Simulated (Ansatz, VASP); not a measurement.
## Two plane-wave programs on SnSe2

```
Sn Se
1.0
     3.69183    0.00000    0.00000
    -1.84591    3.19722    0.00000
     0.00000    0.00000    6.53960
Sn Se
1 2
Cartesian
  0.0000 0.0000 0.0000
  0.0000 2.1315 1.6349
  1.8459 1.0657 4.9047
```

Alike in both runs: task single point; functional PBEsol; k mesh 9 × 9 × 6; occupations gaussian, width 0.05 eV; no spin polarisation.

|  | VASP | Ansatz |
| --- | --- | --- |
| version | VASP 6.6.1 | Ansatz 0.2.0 |
| potentials or method | VASP PAW PBE potentials, release 64 (Sn_d, Se) | scalar-relativistic, plane waves, PAW |
| plane-wave cutoff (eV) | 520 | 420 |
| valence electrons in the cell | 26 | 46 |

VASP gave:

* gap on the k mesh at the Fermi level (eV): 0.35
* least direct gap on the mesh (eV): 0.98
* pressure (GPa): 2.6
* largest component of the traceless stress (GPa): 3.22
* rms of the force components (eV/Å): 0.022

Problem. Which values does Ansatz return?

Solution. gap on the k mesh at the Fermi level (eV): 0.35; least direct gap on the mesh (eV): 0.98; pressure (GPa): 2.4; largest component of the traceless stress (GPa): 3.24; rms of the force components (eV/Å): 0.033.

Atom by atom the forces differ by 0.011 eV/Å (rms over components). The two sets of potentials don't hold the same shells in valence.

Caveats: the PAW data sets were made with another functional, which shifts forces and pressure a little (VASP); spin-orbit coupling is left out, which moves the levels of the heavy elements; an odd mesh through Γ misses points on the zone boundary, where band edges often lie; this functional lacks dispersion, which binds the layers, so the pressure and a relaxed spacing across them are unreliable.
